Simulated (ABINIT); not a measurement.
# Au (Cmcm) in ABINIT: notebook

Runs on Au. Level: LDA. Tasks: relaxation of cell and atoms, single point.

Everything below comes from runs of ABINIT 10.8.3 (patched build). Logs are shortened: lines on timing, memory, paths and dates and some standing lists are left out, and cuts for length are marked. The log counts tension as positive stress, the text compression.

## (1) The structure

It takes space group Cmcm (No. 63, orthorhombic). Conventional cell: a = 2.823 Å, b = 5.112 Å, c = 4.893 Å, α = 90.00°, β = 90.00°, γ = 90.00°. Au (site symmetry m2m) has 12 Au at 2.82 to 2.97 Å as nearest neighbours.

This isn't the form of Au at room conditions, which is fcc.

## (2) Relaxation of cell and atoms, LDA

The input, run.abi:

```
# Pseudopotentials
pp_dirpath "./"
pseudos "Au.upf"

# Structure
acell 3*1.0 Angstrom
rprim
     1.4113099650    -2.5559330250     0.0000000000
     1.4113099650     2.5559330250     0.0000000000
     0.0000000000     0.0000000000     4.8931696100
ntypat 1
znucl 79
natom 2
typat 1 1
chkprim 0
chksymtnons 0
tolsym 1.0e-6
xred
   0.3346720300   0.6653279700            1/4
   0.6653279700   0.3346720300            3/4

# Plane-wave basis
ecut 32.0
ecutsm 0.5

# k points
kptopt 1
ngkpt 8 8 4
nshiftk 1
shiftk 0.0 0.0 0.0

# Exchange and correlation
ixc 7

# Bands and occupations
nband 23
occopt 3
tsmear 0.00183747

# SCF cycle
nstep 80
tolvrs 1.0e-12

# Output
iomode 3
prteig 0
prtebands 0
prtwf 0
prtden 0

# Relaxation
ionmov 2
optcell 2
ntime 50
tolmxf 2.0e-5
dilatmx 1.08
```

Potentials or basis: PseudoDojo NC SR LDA v0.4 stringent.

The run is started by

```console
$ mpirun --bind-to none -np 4 abinit run.abi > log 2>&1
```

run.abo:

```text
.Version 10.8.3 of ABINIT
 Symmetries : space group Cm c m (# 63); Bravais oC (1-face-center ortho.)
================================================================================
 Values of the parameters that define the memory need of the present run
     intxc =       0    ionmov =       2      iscf =       7    lmnmax =       7
     lnmax =       7     mgfft =      54  mpssoang =       4    mqgrid =    3001
     natom =       2  nloc_mem =       1    nspden =       1   nspinor =       1
    nsppol =       1      nsym =       8    n1xccc =    2501    ntypat =       1
    occopt =       3   xclevel =       1
       mpw =        2620          nfft =       55296          nkpt =          63
================================================================================
================================================================================

--------------------------------------------------------------------------------
------------- Echo of variables that govern the present computation ------------
--------------------------------------------------------------------------------
 -outvars: echo values of preprocessed input variables --------
            acell      1.8897261259E+00  1.8897261259E+00  1.8897261259E+00 Bohr
              amu      1.96966540E+02
          chkprim           0
      chksymtnons           0
          dilatmx      1.08000000E+00
             ecut      3.20000000E+01 Hartree
           ecutsm      5.00000000E-01 Hartree
           ionmov           2
                       outvar_i_n : Printing only first  50 k-points.
              ixc           7
                       outvar_i_n : Printing only first  50 k-points.
         kptrlatt        8    0    0      0    8    0      0    0    4
          kptrlen      3.69870018E+01
            natom           2
            nband          23
            ngfft          32      32      54
             nkpt          63
            nstep          80
             nsym           8
            ntime          50
           ntypat           1
                       prtocc : prtvol=0, do not print more k-points.
           occopt           3
          optcell           2
           prtden           0
        prtebands           0
           prteig           0
            prtwf           0
            rprim      1.4113099650E+00 -2.5559330250E+00  0.0000000000E+00
                       1.4113099650E+00  2.5559330250E+00  0.0000000000E+00
                       0.0000000000E+00  0.0000000000E+00  4.8931696100E+00
          spgroup          63
           tolmxf      2.00000000E-05
           tolsym      1.00000000E-06
           tolvrs      1.00000000E-12
           tsmear      1.83747000E-03 Hartree
            typat      1  1
                       outvars : Printing only first  50 k-points.
           xangst      1.4113099650E+00  8.4513443696E-01  1.2232924025E+00
                       1.4113099650E+00 -8.4513443696E-01  3.6698772075E+00
            xcart      2.6669893126E+00  1.5970726254E+00  2.3116876126E+00
                       2.6669893126E+00 -1.5970726254E+00  6.9350628379E+00
             xred      3.3467203000E-01  6.6532797000E-01  2.5000000000E-01
                       6.6532797000E-01  3.3467203000E-01  7.5000000000E-01
            znucl       79.00000

================================================================================

 chkinp: Checking input parameters for consistency.

================================================================================
== DATASET  1 ==================================================================

--- !DatasetInfo
iteration_state: {dtset: 1, }
dimensions: {natom: 2, nkpt: 63, mband: 23, nsppol: 1, nspinor: 1, nspden: 1, mpw: 2620, }
cutoff_energies: {ecut:  32.0, pawecutdg:  -1.0, }
electrons: {nelect:   3.80000000E+01, charge:   0.00000000E+00, occopt:   3.00000000E+00, tsmear:   1.83747000E-03, }
meta: {optdriver: 0, ionmov: 2, optcell: 2, iscf: 7, paral_kgb: 0, }
...

 Exchange-correlation functional for the present dataset will be:
  LDA: Perdew-Wang 92 LSD fit to Ceperley-Alder data - ixc=7
  J.P.Perdew and Y.Wang, PRB 45, 13244 (1992)

 Real(R)+Recip(G) space primitive vectors, cartesian coordinates (Bohr,Bohr^-1):
 R(1)=  2.6669893 -4.8300134  0.0000000  G(1)=  0.1874773 -0.1035194  0.0000000
 R(2)=  2.6669893  4.8300134  0.0000000  G(2)=  0.1874773  0.1035194  0.0000000
 R(3)=  0.0000000  0.0000000  9.2467505  G(3)=  0.0000000  0.0000000  0.1081461
 Unit cell volume ucvol=  2.3822577E+02 bohr^3
 Angles (23,13,12)=  9.00000000E+01  9.00000000E+01  1.22187660E+02 degrees

 getcut: wavevector=  0.0000  0.0000  0.0000  ngfft=  32  32  54
         ecut(hartree)=     37.325   => boxcut(ratio)=   2.11018

--- Pseudopotential description ------------------------------------------------
- pspini: atom type   1  psp file is ./Au.upf
  79.00000  19.00000  180309                  znucl, zion, pspdat
12 -1012 3 -1 1324                            pspcod,pspxc,lmax,lloc,mmax
     nproj     2     2     2     1

   2.45128432E+03                                ecore*ucvol(ha*bohr**3)
--------------------------------------------------------------------------------

================================================================================

=== [ionmov= 2] Broyden-Fletcher-Goldfarb-Shanno method (forces)
================================================================================

--- Iteration: ( 1/50) Internal Cycle: (1/1)
--------------------------------------------------------------------------------

---SELF-CONSISTENT-FIELD CONVERGENCE--------------------------------------------

--- !BeginCycle
iteration_state: {dtset: 1, itime: 1, icycle: 1, }
solver: {iscf: 7, nstep: 80, nline: 4, wfoptalg: 0, }
tolerances: {tolvrs: 1.00E-12, }
...
[... 1629 lines left out ...]
  2.59871000542824E+00 -4.88357674184268E+00  0.00000000000000E+00
  2.59871000542824E+00  4.88357674184268E+00  0.00000000000000E+00
  0.00000000000000E+00  0.00000000000000E+00  8.82586118370633E+00
 Unitary Cell Volume (ucvol) [Bohr^3]=  2.24018003998391E+02
 Angles (23,13,12)= [degrees]
  9.00000000000000E+01  9.00000000000000E+01  1.23962209827813E+02
 Lengths [Bohr]
  5.53196307704413E+00  5.53196307704413E+00  8.82586118370633E+00
 Stress tensor in cartesian coordinates (strten) [Ha/bohr^3]
  6.18375335173504E-08  0.00000000000000E+00  0.00000000000000E+00
  0.00000000000000E+00  1.58673288681854E-07  0.00000000000000E+00
  0.00000000000000E+00  0.00000000000000E+00  1.12814284698726E-07
 Total energy (etotal) [Ha]= -2.95106307743588E+02

 Difference of energy with previous step (new-old):
           Absolute (Ha)=-5.73510E-09
           Relative     =-1.94340E-11

 At Broyd/MD step  17, gradients are converged :
  max grad (force/stress) = 1.5867E-05 < tolmxf= 2.0000E-05 ha/bohr (free atoms)

================================================================================

 ----iterations are completed or convergence reached----

 Mean square residual over all n,k,spin=   19.090E-15; max=  14.334E-12
 reduced coordinates (array xred) for    2 atoms
       0.342938234226      0.657061765774      0.250000000000
       0.657061765774      0.342938234226      0.750000000000
 rms dE/dt=  5.1780E-06; max dE/dt=  6.3417E-06; dE/dt below (all hartree)
    1      -0.000006341748      0.000006341748      0.000000000000
    2       0.000006341748     -0.000006341748      0.000000000000

 cartesian coordinates (angstrom) at end:
    1      1.37517811168530     0.81178238036572     1.16761115046057
    2      1.37517811168530    -0.81178238036572     3.50283345138171

 cartesian forces (hartree/bohr) at end:
    1      0.00000000000000    -0.00000129858673    -0.00000000000000
    2     -0.00000000000000     0.00000129858673    -0.00000000000000
 frms,max,avg= 7.4973940E-07 1.2985867E-06   0.000E+00  0.000E+00  0.000E+00 h/b

 cartesian forces (eV/Angstrom) at end:
    1      0.00000000000000    -0.00006677601430    -0.00000000000000
    2     -0.00000000000000     0.00006677601430    -0.00000000000000
 frms,max,avg= 3.8553150E-05 6.6776014E-05   0.000E+00  0.000E+00  0.000E+00 e/A
 length scales=  5.531963077044  5.531963077044  8.825861183706 bohr
              =  2.927388789943  2.927388789943  4.670444601842 angstroms
 Fermi (or HOMO) energy (hartree) =   0.48565   Average Vxc (hartree)=  -0.52164
 Eigenvalues (hartree) for nkpt=  63  k points:
 kpt#   1, nband= 23, wtk=  0.00391, kpt=  0.0000  0.0000  0.0000 (reduced coord)
  -3.40407   -3.40359   -1.61667   -1.60938   -1.60892   -1.60833   -1.60782   -1.60723
   0.10928    0.20559    0.29059    0.29671    0.32000    0.33373    0.33401    0.34283
   0.35716    0.40239    0.40796    0.44389    0.60007    0.99209    1.07675
      occupation numbers for kpt#   1
   2.00000    2.00000    2.00000    2.00000    2.00000    2.00000    2.00000    2.00000
   2.00000    2.00000    2.00000    2.00000    2.00000    2.00000    2.00000    2.00000
   2.00000    2.00000    2.00000    2.00000    0.00000    0.00000    0.00000
 prteigrs : prtvol=0 or 1, do not print more k-points.

--- !EnergyTerms
iteration_state     : {dtset: 1, itime: 17, icycle: 1, }
comment             : Components of total free energy in Hartree
kinetic             :  8.50652971259208E+01
hartree             :  5.10654835514993E+01
xc                  : -5.03086725846381E+01
Ewald energy        : -2.16226900204848E+02
psp_core            :  1.09423540683974E+01
local_psp           : -1.80161785824555E+02
non_local_psp       :  4.51803305991325E+00
internal            : -2.95106190808310E+02
'-kT*entropy'       : -1.16935277538098E-04
total_energy        : -2.95106307743588E+02
total_energy_eV     : -8.03025172363610E+03
band_energy         : -2.58097844090346E+01
...

 rms coord change=  6.7493E-03   atom, delta coord (reduced):
     1        0.008266204226     -0.008266204226      0.000000000000
     2       -0.008266204226      0.008266204226      0.000000000000

 Cartesian components of stress tensor (hartree/bohr^3)
  sigma(1 1)=  6.18375335E-08  sigma(3 2)=  0.00000000E+00
  sigma(2 2)=  1.58673289E-07  sigma(3 1)=  0.00000000E+00
  sigma(3 3)=  1.12814285E-07  sigma(2 1)=  0.00000000E+00

-Cartesian components of stress tensor (GPa)         [Pressure= -3.2689E-03 GPa]
- sigma(1 1)=  1.81932305E-03  sigma(3 2)=  0.00000000E+00
- sigma(2 2)=  4.66832933E-03  sigma(3 1)=  0.00000000E+00
- sigma(3 3)=  3.31911085E-03  sigma(2 1)=  0.00000000E+00

== END DATASET(S) ==============================================================
================================================================================

 -outvars: echo values of variables after computation  --------
            acell      5.5319630770E+00  5.5319630770E+00  8.8258611837E+00 Bohr
           etotal     -2.9510630774E+02
            fcart      3.7282208158E-22 -1.2985867261E-06 -0.0000000000E+00
                      -3.7282208158E-22  1.2985867261E-06 -0.0000000000E+00
            rprim      4.6976271700E-01 -8.8279272183E-01  0.0000000000E+00
                       4.6976271700E-01  8.8279272183E-01  0.0000000000E+00
                       0.0000000000E+00  0.0000000000E+00  1.0000000000E+00
           strten      6.1837533517E-08  1.5867328868E-07  1.1281428470E-07
                       0.0000000000E+00  0.0000000000E+00  0.0000000000E+00
           xangst      1.3751781117E+00  8.1178238037E-01  1.1676111505E+00
                       1.3751781117E+00 -8.1178238037E-01  3.5028334514E+00
             xred      3.4293823423E-01  6.5706176577E-01  2.5000000000E-01
                       6.5706176577E-01  3.4293823423E-01  7.5000000000E-01
 Calculation completed.
```

Run time: 4.3 min. Hardware: 4 MPI ranks of AMD EPYC 9R45 (Zen 5), shared host; peak memory 0.32 GiB.

Results:

- Free energy: -8030.2517 eV
- Relaxed volume: 16.60 Å³/atom
- Relaxed cell: a = 2.927 Å, b = 2.927 Å, c = 4.670 Å, α = 90.00°, β = 90.00°, γ = 123.96°
- Space group after relaxing (to 0.05 Å): Cmcm (No. 63)
- Energy gained by relaxing: 39.7 meV/atom
- Ionic steps: 17
- Pressure after relaxing: 0.0 GPa
- Band gap on the k mesh: none (metal or under the smearing width)

Step by step:
```csv
step,energy change (eV),largest force (eV/Å),pressure (GPa),volume (Å³)
1,0.0000,0.0135,-9.57,35.30
2,-0.0493,0.0091,-5.22,34.28
3,-0.0679,0.0081,0.88,33.11
4,-0.0691,0.0073,0.21,33.22
5,-0.0727,0.0187,-0.99,33.42
6,-0.0752,0.0486,-1.18,33.45
7,-0.0760,0.0593,-0.51,33.33
8,-0.0763,0.0632,0.05,33.23
9,-0.0764,0.0640,0.21,33.20
10,-0.0770,0.0620,0.88,33.08
11,-0.0778,0.0463,1.22,33.02
12,-0.0788,0.0069,1.02,33.04
13,-0.0793,0.0016,0.31,33.14
14,-0.0794,0.0005,0.02,33.19
15,-0.0794,0.0000,0.00,33.20
16,-0.0794,0.0000,-0.01,33.20
17,-0.0794,0.0001,0.00,33.20
```

Final structure:
```yaml
crystal:
  lattice:
    - [1.37518, -2.58428, 0.00000]
    - [1.37518, 2.58428, 0.00000]
    - [0.00000, 0.00000, 4.67044]
  atoms:
    - { symbol: Au, position: [0.34294, 0.65706, 0.25000] }
    - { symbol: Au, position: [0.65706, 0.34294, 0.75000] }
```

The run has no spin-orbit coupling, so splittings on Au are missing.

## (3) Single point, LDA (cell relaxed)

The input, run.abi:

```
# Pseudopotentials
pp_dirpath "./"
pseudos "Au.upf"

# Structure
acell 3*1.0
rprim
     2.5987100005    -4.8835767428     0.0000000000
     2.5987100005     4.8835767428     0.0000000000
     0.0000000000     0.0000000000     8.8258611931
ntypat 1
znucl 79
natom 2
typat 1 1
xcart
     1.3751781100     0.8117824029     1.1676111525
     1.3751781100    -0.8117824029     3.5028334575 Angstrom
chkprim 0
chksymtnons 0
tolsym 1.0e-6

# Plane-wave basis
ecut 32.0

# k points
kptopt 1
ngkpt 8 8 4
nshiftk 1
shiftk 0.0 0.0 0.0

# Exchange and correlation
ixc 7

# Bands and occupations
nband 23
occopt 3
tsmear 0.05 eV

# SCF cycle
nstep 100
tolvrs 1.0e-10

# Output
iomode 3
prtwf 0
prtden 0
prteig 0
prtebands 0
```

Potentials or basis: PseudoDojo NC SR LDA v0.4 stringent.

The run is started by

```console
$ mpirun --bind-to none -np 4 abinit run.abi > log 2>&1
```

Wall time 12 s (4 MPI ranks of AMD EPYC 9R45 (Zen 5), shared host); peak memory 0.28 GiB.

Results (log left out):

| Item | Value |
| --- | --- |
| Free energy | -8030.2555 eV |
| Pressure | -1.7 GPa |
| Band gap on the k mesh | none (metal or under the smearing width) |
| Valence electrons inside the program's atomic spheres | Au 15.58 (radii [1.0584] Å) |

Stress tensor (GPa, compression positive):
```
-1.69  0.00  0.00
 0.00 -1.67  0.00
 0.00  0.00 -1.60
```

Levels at points of the mesh, in eV from the Fermi level:
```tsv
k point	band 17	band 18	band 19	band 20	band 21	band 22
(0.00, 0.00, 0.00)	-3.50	-2.27	-2.11	-1.14	3.11	13.78
(0.50, 0.00, 0.00)	-1.93	-1.82	0.41	1.88	6.10	7.52
(0.50, 0.50, 0.00)	-1.81	-1.80	0.06	0.81	5.67	6.87
(0.00, 0.00, 0.50)	-2.92	-2.92	-2.49	-2.49	11.42	11.42
(0.50, 0.00, 0.50)	-1.80	-1.80	0.66	0.66	4.30	4.30
(0.50, 0.50, 0.50)	-1.93	-1.93	-0.29	-0.29	3.43	3.43
```

The run has no spin-orbit coupling, so splittings on Au are missing.
